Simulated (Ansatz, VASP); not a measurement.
## MnS: VASP beside Ansatz

INCAR

```
PREC     = Accurate       # precision mode
ENCUT    = 520            # plane-wave cutoff, eV
EDIFF    = 1E-6           # SCF threshold, eV
ISMEAR   = 0              # smearing method
SIGMA    = 0.05           # smearing width, eV
LREAL    = False          # projectors in reciprocal space
LASPH    = True           # aspherical terms in the spheres
NELM     = 150            # most SCF steps
ALGO     = Fast           # electronic algorithm
ISIF     = 2              # what is computed and relaxed
LWAVE    = False          # write WAVECAR
LCHARG   = False          # write CHGCAR
ISPIN    = 2              # spin polarisation
MAGMOM   = 4.7 -4.7 0.01 -0.01 # initial moments
LORBIT   = 11             # projections on sites
LMAXMIX  = 4              # l up to which the mixer works
LDAU     = True           # DFT+U
LDAUTYPE = 2            
LDAUL    = 2 -1           # shell
LDAUU    = 5 0            # U, eV
LDAUJ    = 0 0          
LDAUPRINT= 1            
GGA      = PS             # functional
NBANDS   = 31             # bands
```

KPOINTS

```
regular mesh
0
Gamma
  6 6 3
```

File POSCAR:

```
MnS
1.0
    3.9535775800      0.0000000000      0.0000000000
   -1.9767887900      3.4238986200      0.0000000000
    0.0000000000      0.0000000000      6.3425299100
Mn S
2 2
Direct
    0.3333333300      0.6666666700      0.9988446700
    0.6666666700      0.3333333300      0.4988614400
    0.6666666700      0.3333333300      0.1261543000
    0.3333333300      0.6666666700      0.6261406000
```

Input for Ansatz:

```yaml
crystal:
  lattice:
    - [3.95357758, 0.0, 0.0]
    - [-1.97678879, 3.42389862, 0.0]
    - [0.0, 0.0, 6.34252991]
  atoms:
    - { symbol: Mn, position: [0.33333333, 0.66666667, 0.99884467], spin: 5.0 }
    - { symbol: Mn, position: [0.66666667, 0.33333333, 0.49886144], spin: -5.0 }
    - { symbol: S, position: [0.66666667, 0.33333333, 0.1261543] }
    - { symbol: S, position: [0.33333333, 0.66666667, 0.6261406] }
basis:
  ecutwfc: 420
  ecutrho_ratio: 4
kpoints:
  mp_grid: { grid: [6, 6, 3] }
hamiltonian:
  xc: pbesol
  hubbard:
    sites:
      - { site: 0, l: d, u_eff: 5.0, starting_ns: [{ spin: up, occupation_matrix: s0up }, { spin: down, occupation_matrix: s0down }] }
      - { site: 1, l: d, u_eff: 5.0, starting_ns: [{ spin: up, occupation_matrix: s1up }, { spin: down, occupation_matrix: s1down }] }
    occupation_matrices:
      s0up:
        matrix:
          - [0.97, 0.0, 0.0, 0.0, 0.0]
          - [0.0, 0.97, 0.0, 0.0, 0.0]
          - [0.0, 0.0, 0.97, 0.0, 0.0]
          - [0.0, 0.0, 0.0, 0.97, 0.0]
          - [0.0, 0.0, 0.0, 0.0, 0.97]
      s0down:
        matrix:
          - [0.02, 0.0, 0.0, 0.0, 0.0]
          - [0.0, 0.02, 0.0, 0.0, 0.0]
          - [0.0, 0.0, 0.02, 0.0, 0.0]
          - [0.0, 0.0, 0.0, 0.02, 0.0]
          - [0.0, 0.0, 0.0, 0.0, 0.02]
      s1up:
        matrix:
          - [0.02, 0.0, 0.0, 0.0, 0.0]
          - [0.0, 0.02, 0.0, 0.0, 0.0]
          - [0.0, 0.0, 0.02, 0.0, 0.0]
          - [0.0, 0.0, 0.0, 0.02, 0.0]
          - [0.0, 0.0, 0.0, 0.0, 0.02]
      s1down:
        matrix:
          - [0.97, 0.0, 0.0, 0.0, 0.0]
          - [0.0, 0.97, 0.0, 0.0, 0.0]
          - [0.0, 0.0, 0.97, 0.0, 0.0]
          - [0.0, 0.0, 0.0, 0.97, 0.0]
          - [0.0, 0.0, 0.0, 0.0, 0.97]
    ns_hold: { iters: 8 }
scf:
  occupations: { method: gaussian, width: 0.05 }
  lower_state_search: "off"
  max_iter: 150
output:
  forces: true
  stress: true
  eigenvalues: true
  populations: true
  hubbard: { sites: [{ site: 0, l: d }, { site: 1, l: d }] }
  write_density: true
  write_potential: true
  elf: true
  volumetric_format: npy
magnetization:
  spin_polarized: true
```

Alike in both runs: task single point; functional PBEsol; k mesh 6 × 6 × 3; occupations gaussian, width 0.05 eV; collinear spin; Hubbard terms Mn d U = 5.0 eV.

```csv
,VASP,Ansatz
version,VASP 6.6.1,Ansatz 0.2.0
potentials or method,"VASP PAW PBE potentials, release 64 (Mn_pv, S)","scalar-relativistic, plane waves, PAW"
plane-wave cutoff (eV),520,420
valence electrons in the cell,38,42
```

```tsv
	VASP	Ansatz	Ansatz less VASP
gap on the k mesh at the Fermi level (eV)	2.40	2.38	-0.024
least direct gap on the mesh (eV)	2.40	2.38	-0.024
pressure (GPa)	3.7	3.8	+0.02
largest component of the traceless stress (GPa)	1.02	1.11	+0.087
rms of the force components (eV/Å)	0.132	0.127	-0.0041
net moment per atom (μB)	0.00	0.00	0.000
size of the moment on the site where the two differ most (μB)	4.54	4.27	-0.268
```

Site moments also hang on the region over which each program counts them. The programs project onto different local orbitals, so the same U acts differently. Atom by atom the forces differ by 0.004 eV/Å (rms over components). The two sets of potentials don't hold the same shells in valence.

Caveats: the PAW data sets were made with another functional, which shifts forces and pressure a little (VASP); an odd mesh through Γ misses points on the zone boundary, where band edges often lie. The state reached can hang on the start; a lower one may exist.
